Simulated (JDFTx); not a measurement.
# WS2 (Tungstenite) (P6_3/mmc) in JDFTx: further runs

Aim: see how the results for WS2 (Tungstenite) move with the level of theory and the settings. Levels: PBEsol, LDA. Tasks: single point, relaxation of cell and atoms.

Program: JDFTx 1.7.0 (patched build). These are calculated values, not measurements. Logs are shortened: lines on timing, memory, paths and dates and some standing lists are left out, and cuts for length are marked. The log counts tension as positive stress, the text compression.

**1. The crystal as given**

The structure is hexagonal, space group P6_3/mmc (No. 194). Conventional cell: a = 3.180 Å, b = 3.180 Å, c = 12.500 Å, α = 90.00°, β = 90.00°, γ = 120.00°. Around W (site symmetry -6m2) lie 6 S at 2.41 Å. S (site symmetry 3m) has 3 W at 2.41 Å as nearest neighbours.

**2. Single point, PBEsol**

WS2.in

```
lattice \
    6.0093290763    -3.0046645382     0.0000000000 \
    0.0000000000     5.2042316397     0.0000000000 \
    0.0000000000     0.0000000000    23.6215765578
coords-type Cartesian
ion W      3.0046645385     1.7347438797    17.7161824184 1
ion W     -0.0000000003     3.4694877600     5.9053941395 1
ion S      3.0046645385     1.7347438797     8.8580912092 1
ion S     -0.0000000003     3.4694877600    20.6688794881 1
ion S      3.0046645385     1.7347438797     2.9526970697 1
ion S     -0.0000000003     3.4694877600    14.7634853486 1

ion-species pseudo/W.upf
ion-species pseudo/S.upf
elec-cutoff 37 296
elec-ex-corr gga-PBEsol
kpoint-folding 4 4 1
elec-smearing Fermi 0.0018374661
elec-n-bands 34
electronic-SCF nIterations 100 energyDiffThreshold 1e-09
electronic-minimize nIterations 30 energyDiffThreshold 1e-7
converge-empty-states yes
forces-output-coords Cartesian

dump-name run.$VAR
dump End Ecomponents EigStats BandEigs Kpoints Forces Stress ElecDensity
```

Potentials or basis: PseudoDojo-SR-PBEsol-0.4.1-standard with smoothed tails.

Run with:

```
$ jdftx -c 1 -i WS2.in -o WS2.out
```

Log:

```text
*************** JDFTx 1.7.0 (patched build) ***************

Input parsed successfully to the following command list (including defaults):
[... the input with its defaults ...]

---------- Setting up symmetries ----------

Found 24 point-group symmetries of the bravais lattice
Found 24 space-group symmetries with basis
Applied RMS atom displacement 3.75277e-10 bohrs to make symmetries exact.

---------- Initializing the Grid ----------
R =
[      6.00933     -3.00466            0  ]
[            0      5.20423            0  ]
[            0            0      23.6216  ]
unit cell volume = 738.74
G =
[    1.04557   0.603661         -0  ]
[          0    1.20732          0  ]
[          0         -0   0.265993  ]
Minimum fftbox size, Smin = [  48  48  184  ]
Chosen fftbox size, S = [  48  48  192  ]

---------- Initializing tighter grid for wavefunction operations ----------
R =
[      6.00933     -3.00466            0  ]
[            0      5.20423            0  ]
[            0            0      23.6216  ]
unit cell volume = 738.74
G =
[    1.04557   0.603661         -0  ]
[          0    1.20732          0  ]
[          0         -0   0.265993  ]
Minimum fftbox size, Smin = [  36  36  132  ]
Chosen fftbox size, S = [  36  36  140  ]

---------- Exchange Correlation functional ----------
Initalized PBEsol GGA exchange.
Initalized PBEsol GGA correlation.

---------- Setting up pseudopotentials ----------
Width of ionic core gaussian charges (only for fluid interactions / plotting) set to 0

Reading pseudopotential file 'pseudo/W.upf':
  'W' pseudopotential, 'PBESOL' functional
  Generated using ONCVPSP code by D. R. Hamann
  14 valence electrons, 4 orbitals, 8 projectors, 1001 radial grid points, with lMax = 3
    5S    l: 0   occupation:  2.0   eigenvalue: -2.907164
    5P    l: 1   occupation:  6.0   eigenvalue: -1.588366
    5D    l: 2   occupation:  4.0   eigenvalue: -0.165815
    6S    l: 0   occupation:  2.0   eigenvalue: -0.211168
  Core radius for overlap checks: 2.00 bohrs.

Reading pseudopotential file 'pseudo/S.upf':
  'S' pseudopotential, 'PBESOL' functional
  Generated using ONCVPSP code by D. R. Hamann
  6 valence electrons, 2 orbitals, 6 projectors, 1001 radial grid points, with lMax = 2
    3S    l: 0   occupation:  2.0   eigenvalue: -0.631879
    3P    l: 1   occupation:  4.0   eigenvalue: -0.256451
  Core radius for overlap checks: 1.58 bohrs.

Initialized 2 species with 6 total atoms.

Folded 1 k-points by 4x4x1 to 16 k-points.

---------- Setting up k-points, bands, fillings ----------
Reduced to 4 k-points under symmetry.
Computing the number of bands and number of electrons
Calculating initial fillings.
nElectrons:  52.000000   nBands: 34   nStates: 4

----- Setting up reduced wavefunction bases (one per k-point) -----
average nbasis = 7938.312 , ideal nbasis = 7941.235

---------- Setting up ewald sum ----------
Optimum gaussian width for ewald sums = 2.675359 bohr.
Real space sum over 1183 unit cells with max indices [  6  6  3  ]
Reciprocal space sum over 3751 terms with max indices [  5  5  15  ]

---------- Allocating electronic variables ----------
Initializing wave functions:  linear combination of atomic orbitals
W pseudo-atom occupations:   s ( 2 2 )  p ( 6 )  d ( 4 )
S pseudo-atom occupations:   s ( 2 )  p ( 4 )
	FillingsUpdate:  mu: +0.375394945  nElectrons: 52.000000
LCAOMinimize: Iter:   0  F: -178.9367135667721129  |grad|_K:  1.236e-02  alpha:  1.000e+00
	FillingsUpdate:  mu: +0.412708656  nElectrons: 52.000000
LCAOMinimize: Iter:   1  F: -178.9997618363320271  |grad|_K:  7.044e-03  alpha:  9.442e-02  linmin: -4.634e-01  cgtest:  9.712e-01
LCAOMinimize: Encountered beta<0, resetting CG.
[... 12 lines of inner loops ...]
LCAOMinimize: Iter:   6  F: -179.0300532559097348  |grad|_K:  5.995e-06  alpha:  2.686e-01  linmin:  1.680e-05  cgtest:  6.005e-05
	FillingsUpdate:  mu: +0.450881818  nElectrons: 52.000000
LCAOMinimize: Iter:   7  F: -179.0300533154762945  |grad|_K:  7.746e-07  alpha:  6.052e-01  linmin: -4.253e-04  cgtest:  8.549e-04
LCAOMinimize: Converged (|Delta F|<1.000000e-06 for 2 iters).

-------- Electronic minimization -----------
Will mix electronic density at each iteration.
	FillingsUpdate:  mu: +0.450881818  nElectrons: 52.000000
	FillingsUpdate:  mu: +0.438871956  nElectrons: 52.000000
SCF: Cycle:  0   F: -179.199312959597762   dF: -1.693e-01   |Residual|: 2.431e-01   |deigs|: 1.496e-02
	FillingsUpdate:  mu: +0.435163626  nElectrons: 52.000000
SCF: Cycle:  1   F: -179.356070229341555   dF: -1.568e-01   |Residual|: 1.238e-01   |deigs|: 7.250e-03
	FillingsUpdate:  mu: +0.429652044  nElectrons: 52.000000
SCF: Cycle:  2   F: -179.401821557194836   dF: -4.575e-02   |Residual|: 3.485e-02   |deigs|: 9.142e-03
	FillingsUpdate:  mu: +0.431536733  nElectrons: 52.000000
SCF: Cycle:  3   F: -179.403018639376484   dF: -1.197e-03   |Residual|: 2.081e-02   |deigs|: 2.418e-03
	FillingsUpdate:  mu: +0.433449068  nElectrons: 52.000000
SCF: Cycle:  4   F: -179.402810162318957   dF: +2.085e-04   |Residual|: 1.077e-02   |deigs|: 1.499e-03
	FillingsUpdate:  mu: +0.433233143  nElectrons: 52.000000
SCF: Cycle:  5   F: -179.403196679306632   dF: -3.865e-04   |Residual|: 2.730e-03   |deigs|: 5.418e-04
	FillingsUpdate:  mu: +0.433307807  nElectrons: 52.000000
SCF: Cycle:  6   F: -179.403215236627403   dF: -1.856e-05   |Residual|: 1.242e-03   |deigs|: 2.265e-04
	FillingsUpdate:  mu: +0.433415998  nElectrons: 52.000000
SCF: Cycle:  7   F: -179.403218861117125   dF: -3.624e-06   |Residual|: 3.492e-04   |deigs|: 1.241e-04
	FillingsUpdate:  mu: +0.433451762  nElectrons: 52.000000
SCF: Cycle:  8   F: -179.403219731125859   dF: -8.700e-07   |Residual|: 1.558e-04   |deigs|: 3.201e-05
	FillingsUpdate:  mu: +0.433452494  nElectrons: 52.000000
SCF: Cycle:  9   F: -179.403220124096151   dF: -3.930e-07   |Residual|: 1.306e-04   |deigs|: 7.219e-06
	FillingsUpdate:  mu: +0.433450234  nElectrons: 52.000000
SCF: Cycle: 10   F: -179.403220247804569   dF: -1.237e-07   |Residual|: 1.334e-04   |deigs|: 7.245e-06
	FillingsUpdate:  mu: +0.433450958  nElectrons: 52.000000
SCF: Cycle: 11   F: -179.403220356425408   dF: -1.086e-07   |Residual|: 1.435e-05   |deigs|: 1.110e-05
	FillingsUpdate:  mu: +0.433452088  nElectrons: 52.000000
SCF: Cycle: 12   F: -179.403220378675684   dF: -2.225e-08   |Residual|: 1.462e-05   |deigs|: 2.205e-06
	FillingsUpdate:  mu: +0.433451201  nElectrons: 52.000000
SCF: Cycle: 13   F: -179.403220388843351   dF: -1.017e-08   |Residual|: 3.628e-06   |deigs|: 2.489e-06
	FillingsUpdate:  mu: +0.433451293  nElectrons: 52.000000
SCF: Cycle: 14   F: -179.403220393106778   dF: -4.263e-09   |Residual|: 1.102e-05   |deigs|: 7.104e-07
	FillingsUpdate:  mu: +0.433451053  nElectrons: 52.000000
SCF: Cycle: 15   F: -179.403220395942952   dF: -2.836e-09   |Residual|: 5.929e-06   |deigs|: 1.133e-06
	FillingsUpdate:  mu: +0.433450895  nElectrons: 52.000000
SCF: Cycle: 16   F: -179.403220396752971   dF: -8.100e-10   |Residual|: 2.953e-06   |deigs|: 5.596e-07
	FillingsUpdate:  mu: +0.433450785  nElectrons: 52.000000
SCF: Cycle: 17   F: -179.403220397123903   dF: -3.709e-10   |Residual|: 1.414e-06   |deigs|: 4.457e-07
SCF: Converged (|Delta E|<1.000000e-09 for 2 iters).

Setting wave functions to eigenvectors of Hamiltonian
Converging empty states (this may take a while):
EmptyStates: None of the convergence criteria satisfied.
|deigs|: 5.639e-04

# Stress tensor in Cartesian coordinates [Eh/a0^3]:
[  0.000131512            0            0  ]
[            0  0.000131512            0  ]
[            0            0  4.00513e-05  ]

# Ionic positions in cartesian coordinates:
ion W   3.004664538183333   1.734743879900000  17.716182418366667 1
ion W   0.000000000016666   3.469487759800000   5.905394139466666 1
ion S   3.004664538183333   1.734743879900000   8.858091209216665 1
ion S   0.000000000016666   3.469487759800000  20.668879488116669 1
ion S   3.004664538183333   1.734743879900000   2.952697069716667 1
ion S   0.000000000016666   3.469487759800000  14.763485348616666 1

# Forces in Cartesian coordinates:
force W  -0.000000000000000  -0.000000000000000  -0.000000000000000 1
force W  -0.000000000000000   0.000000000000000  -0.000000000000000 1
force S   0.000000000000000   0.000000000000000  -0.004419757020768 1
force S   0.000000000000000   0.000000000000000  -0.004419757020764 1
force S   0.000000000000000   0.000000000000000   0.004419757020767 1
force S  -0.000000000000000  -0.000000000000000   0.004419757020764 1

# Energy components:
   Eewald =     -117.1481337680538246
       EH =       53.4513772448655686
     Eloc =     -174.1200353953562683
      Enl =       31.3529863786296588
      Exc =      -45.5938367157866082
 Exc_core =       16.5288921864565808
       KE =       56.1255296954835501
-------------------------------------
     Etot =     -179.4032203737613713
       TS =        0.0000000233625310
-------------------------------------
        F =     -179.4032203971239028

IonicMinimize: Iter:   0  F: -179.403220397123903  |grad|_K:  2.083e-03
IonicMinimize: None of the convergence criteria satisfied after 0 iterations.

#--- Lowdin population analysis ---
# oxidation-state W +0.427 +0.427
# oxidation-state S -0.097 -0.097 -0.097 -0.097

Dumping 'run.eigStats' ...
	eMin: -2.331575 at state 0 ( [ +0.000000 +0.000000 +0.000000 ] spin 0 )
	HOMO: +0.410362 at state 0 ( [ +0.000000 +0.000000 +0.000000 ] spin 0 )
	mu  : +0.433451
	LUMO: +0.459944 at state 1 ( [ +0.000000 +0.250000 +0.000000 ] spin 0 )
	eMax: +0.588637 at state 3 ( [ +0.250000 +0.250000 +0.000000 ] spin 0 )
	HOMO-LUMO gap: +0.049582
	Optical gap  : +0.082267 at state 0 ( [ +0.000000 +0.000000 +0.000000 ] spin 0 )
WARNING: the last solve of the electrons (or of bands or displaced states from it) ended unconverged.
Done!
[note: mu as printed may lie anywhere between the filled and the empty levels]
```

Wall time 83 s (1 thread of AMD EPYC 7R43 (Zen 3), shared host); peak memory 0.2 GiB.

Results:

* Free energy: -4881.8103 eV
* Pressure: -3.0 GPa
* Largest force: 0.227 eV/Å
* Band gap on the k mesh: 1.35 eV, indirect (least direct gap 2.24 eV)

Forces in eV/Å, atoms in the order of the input:
```
W    0.000  0.000  0.000
W    0.000  0.000  0.000
S    0.000  0.000 -0.227
S    0.000  0.000 -0.227
S    0.000  0.000  0.227
S    0.000  0.000  0.227
```

Levels at points of the mesh, in eV from the valence-band top:
```tsv
k point	band 23	band 24	band 25	band 26	band 27	band 28	band 29	band 30
(0.00, 0.00, 0.00)	-2.26	-1.56	-1.12	0.00	2.24	2.24	2.25	2.25
(0.00, 0.50, 0.00)	-2.00	-1.84	-1.68	-1.52	2.20	2.23	2.54	2.77
```

Caveat: the k mesh is coarse (spacing up to 0.57 Å⁻¹), so the values aren't converged; the empty levels aren't tightly converged; spin-orbit coupling is left out, which moves the levels of the heavy elements; an odd mesh through Γ misses points on the zone boundary, where band edges often lie; this functional lacks dispersion, which binds the layers, so the pressure and a relaxed spacing across them are unreliable.

**3. Relaxation of cell and atoms, LDA**

WS2.in

```
lattice \
    6.0093290763    -3.0046645382     0.0000000000 \
    0.0000000000     5.2042316397     0.0000000000 \
    0.0000000000     0.0000000000    23.6215765578
coords-type Lattice
ion W      0.6666666667     0.3333333333     0.7500000000 1
ion W      0.3333333333     0.6666666667     0.2500000000 1
ion S      0.6666666667     0.3333333333     0.3750000000 1
ion S      0.3333333333     0.6666666667     0.8750000000 1
ion S      0.6666666667     0.3333333333     0.1250000000 1
ion S      0.3333333333     0.6666666667     0.6250000000 1

ion-species pseudo/W.upf
ion-species pseudo/S.upf
elec-cutoff 35 280
elec-ex-corr lda-PW
kpoint-folding 5 5 2
elec-smearing Fermi 0.0018374661
elec-n-bands 34
electronic-SCF nIterations 100 energyDiffThreshold 1e-09
electronic-minimize nIterations 30 energyDiffThreshold 1e-7
forces-output-coords Cartesian
lattice-minimize nIterations 40 energyDiffThreshold 1e-6

dump-name run.$VAR
dump End Ecomponents EigStats BandEigs Kpoints Forces Stress
```

Potentials or basis: PseudoDojo-SR-LDA-0.4.1-standard with smoothed tails.

Run with:

```
$ jdftx -c 1 -i WS2.in -o WS2.out
```

It took 30 min on 1 thread of Intel Xeon Platinum 8375C at 2.90GHz (Ice Lake), shared host; peak memory 0.31 GiB.

It converged, with:

```yaml
Free_energy: -4896.8948 eV
Relaxed_volume: 17.14 Å³/atom
Relaxed_cell: a = 3.125 Å, b = 3.125 Å, c = 12.160 Å, α = 90.00°, β = 90.00°, γ = 120.00°
Space_group_after_relaxing_to_0.05_Å: P6_3/mmc (No. 194)
Energy_gained_by_relaxing: 15.6 meV/atom
Ionic_steps: 22
Pressure_after_relaxing: -0.1 GPa
Band_gap_on_the_k_mesh: 0.91 eV, indirect (least direct gap 2.32 eV)
```

Step by step:
```tsv
step	energy change (eV)	largest force (eV/Å)	pressure (GPa)	volume (Å³)
1	0.0000	0.3886	-5.93	109.47
2	-0.0253	0.2231	-4.71	108.87
3	-0.0597	0.0761	-2.15	107.47
4	-0.0718	0.1595	-0.97	106.60
5	-0.0799	0.2311	0.56	105.32
6	-0.0811	0.2242	1.06	104.73
7	-0.0827	0.1541	1.20	104.10
8	-0.0882	0.0436	-0.12	103.98
9	-0.0882	0.0241	-0.01	103.99
10	-0.0889	0.0139	0.08	104.05
11	-0.0896	0.0231	0.03	104.06
12	-0.0906	0.0679	0.11	103.95
13	-0.0912	0.1091	0.10	103.59
14	-0.0912	0.1093	0.10	103.59
15	-0.0917	0.0804	-0.05	103.60
16	-0.0925	0.0313	-0.20	103.51
17	-0.0929	0.0225	-0.10	103.34
18	-0.0931	0.0334	0.08	103.13
19	-0.0933	0.0076	0.17	102.56
20	-0.0935	0.0124	-0.14	102.85
21	-0.0935	0.0059	-0.11	102.86
22	-0.0935	0.0019	-0.05	102.84
```

Final structure:
```yaml
crystal:
  lattice:
    - [3.12507, 0.00000, 0.00000]
    - [-1.56253, 2.70639, 0.00000]
    - [0.00000, 0.00000, 12.15996]
  atoms:
    - { symbol: W, position: [0.66667, 0.33333, 0.75000] }
    - { symbol: W, position: [0.33333, 0.66667, 0.25000] }
    - { symbol: S, position: [0.66667, 0.33333, 0.37837] }
    - { symbol: S, position: [0.33333, 0.66667, 0.87837] }
    - { symbol: S, position: [0.66667, 0.33333, 0.12163] }
    - { symbol: S, position: [0.33333, 0.66667, 0.62163] }
```

Levels at points of the mesh, in eV from the valence-band top:
```
           k point  band 23  band 24  band 25  band 26  band 27  band 28  band 29  band 30
(0.00, 0.00, 0.00)    -2.25    -1.46    -1.40     0.00     2.32     2.32     2.33     2.33
(0.00, 0.00, 0.50)    -2.28    -2.28    -0.34    -0.34     2.31     2.31     2.31     2.31
```

Caveat: the k mesh is coarse (spacing up to 0.46 Å⁻¹), so the values aren't converged; the plane waves are those of the starting cell, so after so large a change of volume the result is rough; spin-orbit coupling is left out, which moves the levels of the heavy elements; an odd mesh through Γ misses points on the zone boundary, where band edges often lie. LDA gaps usually lie below the measured ones, often by a third to a half.

(Continued in part 2 of 2.)
